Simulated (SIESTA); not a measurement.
NiO:

```
CELL_PARAMETERS angstrom
0.00000 2.08590 2.08590
2.08590 0.00000 2.08590
2.08590 2.08590 0.00000
ATOMIC_POSITIONS crystal
Ni 0.00000 0.00000 0.00000
O 0.50000 0.50000 0.50000
```

Base run:

| Property | Result |
| --- | --- |
| Program | SIESTA 5.4.2 |
| Functional | LDA |
| Potentials or basis | PseudoDojo 0.4 standard (LDA files) |
| Basis | TZP (energy shift 0.002 Ry) |
| Grid cutoff | 800 Ry |
| Energy shift | 0.002 Ry |
| k mesh | 8 × 8 × 8 |
| Occupations | fermi-dirac, width 0.05 eV |
| Spin | collinear spin, ferromagnetic start |
| Starting moments | [1.0, 0.0] μB |

Its results: band gap on the k mesh none (metal or under the smearing width); pressure -18.9 GPa; net moment 0.72 μB per cell; site moments Ni +0.60; O +0.11 μB.

The run is repeated on the same cell with these changes: basis from TZP (energy shift 0.002 Ry) to DZP (energy shift 0.002 Ry). What comes out?

Band gap on the k mesh none (metal or under the smearing width); pressure -18.1 GPa; net moment 0.72 μB per cell; site moments Ni +0.60; O +0.12 μB.

Caveats: semicore shells carry a single zeta, which can move pressures by several GPa and volumes by a few percent; so large a pressure means that the cell lies far from this level's equilibrium, or that cutoff or potentials fall short; the basis of atomic orbitals isn't converged, which shifts pressures, moduli and gaps; a cell with one magnetic atom can't hold antiferromagnetic order, which such compounds often take; semilocal functionals often make such compounds metallic where correlation or magnetic order opens a gap, which also shifts bond lengths.

Not every run made on this cell is shown here.
